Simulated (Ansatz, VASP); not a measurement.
**Cross-check of InSe between VASP and Ansatz**

Wanted: the spread between two codes on one cell, functional and k mesh. The cell is taken from a series of runs on this material, whose earlier steps may have relaxed, scaled, displaced or heated it; both programs get it as it stands.

Method: plane waves, with VASP 6.6.1 beside it; single point at HSE06, in Ansatz 0.2.0.

**1. The starting structure**

It takes space group R3m (No. 160, trigonal). Conventional cell: a = 4.000 Å, b = 4.000 Å, c = 24.950 Å, α = 90.00°, β = 90.00°, γ = 120.00°. Nearest to In lie 3 Se at 2.64 Å and 1 In at 2.80 Å. Nearest to Se lie 3 In at 2.64 Å. Nearest to Se lie 3 In at 2.64 Å. Farther neighbours and most contacts between anions are not listed.

As a file:

```cif
data_structure
_symmetry_space_group_name_H-M 'P 1'
_symmetry_Int_Tables_number 1
_cell_length_a 8.6314
_cell_length_b 8.6314
_cell_length_c 8.6314
_cell_angle_alpha 26.796
_cell_angle_beta 26.796
_cell_angle_gamma 26.796
_cell_volume 115.24
loop_
_atom_site_label
_atom_site_type_symbol
_atom_site_fract_x
_atom_site_fract_y
_atom_site_fract_z
_atom_site_occupancy
In1 In 0.00000 0.00000 0.00000 1
In2 In 0.11220 0.11220 0.11220 1
Se3 Se 0.61550 0.61550 0.61550 1
Se4 Se 0.83000 0.83000 0.83000 1
```

**2. Ansatz: single point, HSE06**

Ansatz runs on its default PAW (the set named soft_2) files.

With cell and atoms fixed, the geometry can't cause a difference; cores, projectors, grids and the points listed under the comparison can.

input.yaml reads:

```yaml
crystal:
  lattice:
    - [2.0, 1.1547005384, 8.3166666667]
    - [-2.0, 1.1547005384, 8.3166666667]
    - [0.0, -2.3094010768, 8.3166666667]
  atoms:
    - { symbol: In, position: [0.0, 0.0, 0.0] }
    - { symbol: In, position: [0.1122, 0.1122, 0.1122] }
    - { symbol: Se, position: [0.6155, 0.6155, 0.6155] }
    - { symbol: Se, position: [0.83, 0.83, 0.83] }
kpoints:
  mp_grid: { grid: [4, 4, 4] }
  band_path:
    path:
      - [0.0, 0.0, 0.0]
      - [-0.5, -0.5, -0.5]
      - [-0.5, -0.17951802, -0.82048198]
      - [-0.17951802, 0.17951802, -0.5]
      - [0.0, 0.0, -0.5]
      - [0.0, 0.33975901, -0.33975901]
      - [-0.33975901, 0.0, -0.66024099]
      - [-0.5, 0.0, -0.5]
    npoints: 1
hamiltonian:
  xc: hse06
scf:
  occupations: { method: fixed }
  n_extra_bands: 5
output:
  eigenvalues: true
```

Started as:

```
$ ansatz run input.yaml --threads 3 --pin off --max-ram 92160MiB --backend cuda --events-out ev --progress --plain --runs-dir out --devices 1 --max-vram 13GiB
```

Numbers of over 12 decimals in the logs are rounded to 6 here.

Log:

```text
basis.fft_grid_basis auto: the FFT boxes are laid along the combinations [[1, 0, -1], [0, 1, -1], [0, 0, 1]] of the cell's own vectors, 4.000, 4.000 and 8.631 Å long. The dense box has 27×27×60 points. Along the cell's own vectors, as sized, it would have 60×60×60, 4.94 times as many. Of the 6 symmetry operations that the crystal satisfies within crystal.symmetry.tolerance (time reversal apart; of a slab, those that  [...]
scf.n_extra_bands = 5 over 29 filled bands (N_el = 58.0): the run solves 34 bands
GPUs: using 1 of 1 available (devices: 1).
Engine: ansatz 0.2.0, x86_64-unknown-linux-gnu
Pseudopotentials: kind: paw
Pseudopotential: In, paw, valence charge 13, recommended cutoff 420 eV (normal), In.paw.azcp
Pseudopotential: Se, paw, valence charge 16, recommended cutoff 420 eV (normal), Se.paw.azcp
Functional definition: HSE06
  parameter a = 0.25
  parameter omega = 0.11/bohr
  exchange = pbe_x - a*pbe_x_sr(omega) + a*exact_x_sr(omega)
  correlation = pbe_c
davidson cushion auto → on  (no smearing: the cushion is to keep the highest requested band from converging to the state above it; pin scf.eigensolver.cushion to override)
device memory: the entry about to start is reckoned to put 1.6 GiB on a device that reports 33.0 GiB free (of which the cap on the GPU budget leaves the run 13.0 GiB)
GPU FFT provider: cuFFT
GPU libraries: cuBLAS 13.8.2, cuFFT 12.4.0, cuSOLVER 12.3.4
Crystal: 4 atoms, lattice volume = 115.239 Å³
Basis set: ecut = 420 eV, 2283 PW (Γ), FFT grids on a1−a3, a2−a3, a3
Bands: 34, of which v1, the nominal top of the filled ones, is band 29 counted from 1 (28 counted from 0)
Symmetry: 6 space group operations
Space group: R3m (ITA 160), of the structure as read, at distance tolerance 4.9e-5 Å
k-points: 13 of 64 (time reversal used)
Non-local potential: In, projectors of the file, l = 0: 2, l = 1: 2, l = 2: 2, l = 3: 2
Non-local potential: Se, projectors of the file, l = 0: 2, l = 1: 2, l = 2: 3, l = 3: 1
PAW form: soft (Blöchl's): semilocal exchange-correlation on the pseudo side does not see the compensation charge
PAW frozen core: In, regenerated for the run's functional, and the local potential with it (the file was generated under x = pbe(κ = 0.804, μ = 0.219515), c = pbe(β = 0.066725))
PAW frozen core: Se, regenerated for the run's functional, and the local potential with it (the file was generated under x = pbe(κ = 0.804, μ = 0.219515), c = pbe(β = 0.066725))
PAW one-centre angular grid: In, 590 points (default); XC on 64 Gauss nodes
PAW one-centre angular grid: Se, 590 points (default); XC on 64 Gauss nodes
Initial density: superposition of atomic densities (neutral atoms: chi_scale 0, normalization atom), corrected by the library's trained network
Initial wavefunctions: pseudopotential atomic-orbital guess
GPU buffer pool allocated for 43740 grid points (all kernels)
GPU transforms: local potential and band sums: pruned to the plane-wave sphere, on 27×27×60
Functional: x = pbe(κ = 0.804, μ = 0.219515), c = pbe(β = 0.066725), warm-up for x = pbe(κ = 0.804, μ = 0.219515) + 0.25 (exact − pbe) at short range (hse, ω = 0.207870 Å⁻¹), c = pbe(β = 0.066725); HSE06 as pw.x's `hse` composes it (authors' and Libxc's form: `xc: wpbeh`)
SCF iter   1: F=—  HF=-22135.782351 eV  |F-HF|=—  |Δ(HF+E_count)|=         —  Δρ=1.42e-3  dr2=5.68e-3  ethr=1.77e-3  ⟨swp⟩=6.8  Hψ=1835  notcnv=0
preconditioner: auto → none  [insulator: Δε(μ)=0.386 eV  Ē_g=13.589 eV  n_scr=30 (ndim 8)  ℏωp=21.3 eV  f_vac=0.077]
SCF iter   2: F=—  HF=-22135.784470 eV  |F-HF|=—  |Δ(HF+E_count)|=   2.12e-3  Δρ=1.20e-3  dr2=1.11e-2  ethr=9.80e-6  ⟨swp⟩=5.2  Hψ=1550  notcnv=0  defer=1
iter 3 solved again at ethr=4.05e-7 eV; its pass at ethr=9.80e-6 eV (dr2=2.35e-4 eV) is discarded
SCF iter   3: F=—  HF=-22135.782521 eV  |F-HF|=—  |Δ(HF+E_count)|=   1.95e-3  Δρ=2.85e-4  dr2=2.52e-4  ethr=4.05e-7  ⟨swp⟩=3.4  Hψ=2256  notcnv=0
SCF iter   4: F=-22135.782611 eV  HF=-22135.782573 eV  |F-HF|=3.79e-5  |Δ(HF+E_count)|=   5.19e-5  Δρ=1.37e-4  dr2=1.21e-5  ethr=4.05e-7  ⟨swp⟩=3.5  Hψ=1100  notcnv=0
SCF 1 stopped early in 4 iterations: F = -22135.782611 eV  dr2 = 1.21e-5
  greatest PAW one-centre occupation: 1.000 electrons in one spin orbital (limit 2), on the Se atom at site 3 (counted from 0), in its partial waves of l = 2
device memory: the entry about to start is reckoned to put 2.2 GiB on a device that reports 34.8 GiB free (of which the cap on the GPU budget leaves the run 13.0 GiB)
GPU FFT provider: cuFFT
GPU libraries: cuBLAS 13.8.2, cuFFT 12.4.0, cuSOLVER 12.3.4
Initial density: handed on by an earlier stage of this run
Initial wavefunctions: those handed on with the density
GPU buffer pool allocated for 43740 grid points (all kernels)
GPU transforms: local potential and band sums: pruned to the plane-wave sphere, on 27×27×60
Functional: x = pbe(κ = 0.804, μ = 0.219515) + 0.25 (exact − pbe) at short range (hse, ω = 0.207870 Å⁻¹), c = pbe(β = 0.066725); HSE06 as pw.x's `hse` composes it (authors' and Libxc's form: `xc: wpbeh`)
Exchange kernel: α = 0.2500, screened, ω = 0.2079 Å⁻¹, Wigner–Seitz truncation, v(0) = 1035.9030 eV·Å³, q-mesh 4×4×4, nearest image of the exchange supercell L = 16.00 Å, pair-density grid 24×24×60, without the augmentation charges, whose exchange is taken in its separable form by FFT convolution over the k-point mesh (the finest that the files' search goes to), smooth part of the exact exchange by density-matrix convolution in up to 3.46 GiB of GPU memory as planned if the GPU has room (build and FFT work areas not counted)
Frozen-core exchange: fock
SCF iter   1: F=—  HF=-22146.847317 eV  |F-HF|=—  |Δ(HF+E_count)|=         —  Δρ=5.37e-3  dr2=3.86e-2  ethr=2.08e-7  ⟨swp⟩=8.7  Hψ=2647  notcnv=0
preconditioner: auto → none  [insulator: Δε(μ)=1.065 eV  Ē_g=15.527 eV  n_scr=30 (ndim 8)  ℏωp=21.3 eV  f_vac=0.075]
SCF iter   2: F=—  HF=-22146.837132 eV  |F-HF|=—  |Δ(HF+E_count)|=   1.02e-2  Δρ=2.92e-3  dr2=3.25e-2  ethr=2.08e-7  ⟨swp⟩=7.9  Hψ=2150  notcnv=0  defer=5
SCF iter   3: F=—  HF=-22146.832515 eV  |F-HF|=—  |Δ(HF+E_count)|=   4.62e-3  Δρ=1.42e-3  dr2=8.34e-3  ethr=2.08e-7  ⟨swp⟩=7.3  Hψ=2180  notcnv=0  defer=2
SCF iter   4: F=—  HF=-22146.846427 eV  |F-HF|=—  |Δ(HF+E_count)|=   1.39e-2  Δρ=1.42e-3  dr2=3.08e-3  ethr=2.08e-7  ⟨swp⟩=5.0  Hψ=1933  notcnv=0
SCF iter   5: F=—  HF=-22146.845851 eV  |F-HF|=—  |Δ(HF+E_count)|=   5.76e-4  Δρ=6.77e-4  dr2=6.05e-4  ethr=2.08e-7  ⟨swp⟩=4.3  Hψ=1480  notcnv=0
SCF iter   6: F=—  HF=-22146.845744 eV  |F-HF|=—  |Δ(HF+E_count)|=   1.07e-4  Δρ=1.46e-4  dr2=7.05e-5  ethr=2.08e-7  ⟨swp⟩=3.4  Hψ=1329  notcnv=0
SCF iter   7: F=—  HF=-22146.846152 eV  |F-HF|=—  |Δ(HF+E_count)|=   4.07e-4  Δρ=1.44e-4  dr2=1.09e-4  ethr=3.45e-8  ⟨swp⟩=5.0  Hψ=1541  notcnv=0
SCF iter   8: F=-22146.846127 eV  HF=-22146.846128 eV  |F-HF|=1.05e-6  |Δ(HF+E_count)|=   2.31e-5  Δρ=1.61e-5  dr2=2.82e-6  ethr=3.45e-8  ⟨swp⟩=4.0  Hψ=1263  notcnv=0
SCF 2 stopped early in 8 iterations: F = -22146.846127 eV  dr2 = 2.82e-6
hybrid outer 1: dexx = +1.715e-2 eV, tail = 1.04e-4 eV
GPU FFT provider: cuFFT
GPU libraries: cuBLAS 13.8.2, cuFFT 12.4.0, cuSOLVER 12.3.4
GPU buffer pool allocated for 43740 grid points (all kernels)
GPU transforms: local potential and band sums: pruned to the plane-wave sphere, on 27×27×60
Exchange kernel: α = 0.2500, screened, ω = 0.2079 Å⁻¹, Wigner–Seitz truncation, v(0) = 1035.9030 eV·Å³, q-mesh 4×4×4, nearest image of the exchange supercell L = 16.00 Å, pair-density grid 24×24×60, without the augmentation charges, whose exchange is taken in its separable form by FFT convolution over the k-point mesh (the finest that the files' search goes to), smooth part of the exact exchange by density-matrix convolution in up to 3.46 GiB of GPU memory as planned if the GPU has room (build and FFT work areas not counted)
Frozen-core exchange: fock
SCF iter   1: F=—  HF=-22146.846250 eV  |F-HF|=—  |Δ(HF+E_count)|=         —  Δρ=5.78e-5  dr2=6.87e-6  ethr=8.98e-7  ⟨swp⟩=2.8  Hψ=987  notcnv=0
preconditioner: auto → none  [insulator: Δε(μ)=1.128 eV  Ē_g=15.512 eV  n_scr=30 (ndim 8)  ℏωp=21.3 eV  f_vac=0.077]
iter 2 solved again at ethr=6.75e-10 eV; its pass at ethr=9.86e-9 eV (dr2=3.91e-7 eV) is discarded
SCF iter   2: F=—  HF=-22146.846251 eV  |F-HF|=—  |Δ(HF+E_count)|=   9.51e-7  Δρ=2.68e-5  dr2=5.02e-7  ethr=6.75e-10  ⟨swp⟩=2.0  Hψ=2591  notcnv=0
SCF iter   3: F=—  HF=-22146.846251 eV  |F-HF|=—  |Δ(HF+E_count)|=   6.92e-7  Δρ=1.30e-5  dr2=1.36e-7  ethr=6.75e-10  ⟨swp⟩=4.0  Hψ=1368  notcnv=0
SCF iter   4: F=-22146.846251 eV  HF=-22146.846251 eV  |F-HF|=3.52e-9  |Δ(HF+E_count)|=   2.35e-8  Δρ=2.77e-6  dr2=5.74e-9  ethr=2.05e-10  ⟨swp⟩=3.0  Hψ=1037  notcnv=0
SCF 3 converged in 4 iterations: F = -22146.846251 eV  dr2 = 5.74e-9
hybrid outer 2: dexx = +9.841e-7 eV, tail = 5.14e-8 eV, Δε = 1.54e-3 eV (about 6.53e-5 eV left of the loop's levels)
device memory: the entry about to start is reckoned to put 0.6 GiB on a device that reports 35.1 GiB free (of which the cap on the GPU budget leaves the run 13.0 GiB)
NSCF: frozen V_eff on 8 k-points
hybrid SCF converged: 2 outer / 12 inner (+4 warm-up), last move |dexx| = 9.84e-7 eV, tail = 5.14e-8 eV
Stability not checked: this state was not tested for a lower state beside it, because the functional holds exact exchange (a hybrid, or Hartree-Fock), whose exchange loop this test does not read (fock_operator; see scf.lower_state_search)
Free energy (F): -22146.846251 eV
Frozen-core exchange: fock
Harris-Foulkes:  -22146.846251 eV  (|F-HF|=3.52e-9)
Internal energy: -22146.846251 eV  (E = F + TS)
E sigma→0 (E₀):  -22146.846251 eV
Fermi energy:    7.110872 eV
--- Per-component energies (eV) ---
  E_band       = -1045.937347
  E_kinetic    = 722.452406
  E_local      = -7842.985693  (includes V_loc(G=0)·N_el)
  E_nonlocal   = -457.821721
  E_hartree    = 3622.463355
  E_xc         = -508.923367
  E_vxc        = -315.575315  (∫ρ·V_xc dr)
  E_exx        = -201.254246  (= α·E_x^exact, valence–valence)
  E_paw        = -12071.219026  (= ΣΔE_a)
  E_vpaw       = 5.576848  (= ΣTr[D̂ρ^β])
  E_aug_tail   = -0.001155  (compensation charges beyond the density's cutoff)
  E_ewald      = -5408.437302
  E_core_change = -1.119502  (= ΣΔE_core)
  E_smearing   = -0.000000  (= −TS)
  E_closure    = 0.000000  (closes the sum)
  Σ components = -22146.846251   (vs F -22146.846251, Δ=0.00e0)
--- Band table (eV; the first three rows and the last of 13) ---
  k-point 0: bands = [... 25 lower, 5.5915, 5.5915, 5.7322, 5.7322, 9.6143, 9.9575, 12.2841, 12.2841, ... 1 higher]
  k-point 1: bands = [... 25 lower, 4.8948, 4.9458, 5.1510, 5.9652, 9.7572, 10.0498, 11.8735, 12.1754, ... 1 higher]
  k-point 2: bands = [... 25 lower, 4.4247, 4.4540, 4.6320, 5.2777, 8.8218, 9.8311, 11.4823, 11.8395, ... 1 higher]
  k-point 12: bands = [... 25 lower, 5.5162, 5.8157, 5.8157, 7.1109, 8.2397, 10.0496, 12.1769, 12.1769, ... 1 higher]
```

(Part 1 of 2 ends here.)

[Lines on the potential files, build, host, timing and source positions are cut from VASP's logs without a mark.]

[Logs are printed without paths, hosts, clocks, repeated set-up lines and the standing remarks that a program may print on its own settings, such as how far it seeks lower states.]

[Hosts, paths, dates, database ids (printed as entryN), source tags and the programs' standing remarks are cut or masked in the printed files.]
